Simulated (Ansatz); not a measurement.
# BAs: the cost of one run

Computed with Ansatz 0.2.0 (DFT PBEsol, scalar-relativistic, plane waves, PAW, unless a step's input says otherwise).

3 further runs of the same task are left out: 1 that didn't finish, 2 set aside as unsound or not needed.

## (1) The structure to begin with

The structure is cubic, space group F-43m (No. 216). Conventional cell: a = 4.768 Å, b = 4.768 Å, c = 4.768 Å, α = 90.00°, β = 90.00°, γ = 90.00°. Around B (site symmetry -43m) lie 4 As at 2.06 Å. As (site symmetry -43m) is surrounded by 4 B at 2.06 Å.

Structure file:

```cif
data_structure
_symmetry_space_group_name_H-M 'P 1'
_symmetry_Int_Tables_number 1
_cell_length_a 3.3714
_cell_length_b 3.3714
_cell_length_c 3.3714
_cell_angle_alpha 60.000
_cell_angle_beta 60.000
_cell_angle_gamma 60.000
_cell_volume 27.10
loop_
_atom_site_label
_atom_site_type_symbol
_atom_site_fract_x
_atom_site_fract_y
_atom_site_fract_z
_atom_site_occupancy
B1 B 0.00000 0.00000 0.00000 1
As1 As 0.75000 0.75000 0.75000 1
```

It is the result of an earlier relaxation at this level (volume 13.55 Å³/atom; gap on the mesh: 1.08 eV).

## (2) The cell under 1 GPa

What is minimised here is the enthalpy; the energy can go up as the cell is squeezed.

input.yaml

```yaml
crystal:
  lattice:
    - [0.0, 2.3839379012, 2.3839379012]
    - [2.3839379012, 0.0, 2.3839379012]
    - [2.3839379012, 2.3839379012, 0.0]
  atoms:
    - { symbol: B, position: [0.0, 0.0, 0.0] }
    - { symbol: As, position: [0.75, 0.75, 0.75] }
basis:
  ecutwfc: 420
kpoints:
  mp_grid: { grid: [10, 10, 10] }
hamiltonian:
  xc: pbesol
scf:
  occupations: { method: fixed }
output:
  forces: true
  stress: true
  eigenvalues: true
relax:
  adjacent_minimum: "off"
  f_tol: 0.001
  max_steps: 60
  cell: { stress_tol: 0.02, p_target: 1.0 }
```

The run is started by

```console
ansatz run input.yaml --threads 1 --pin off --max-ram 3072MiB --backend cpu --events-out ev --progress --plain --runs-dir out
```

What time and memory should one allow on 1 thread of AMD EPYC 7R13 (Zen 3), shared host?

About 5.7 s, with a peak of 0.36 GiB.
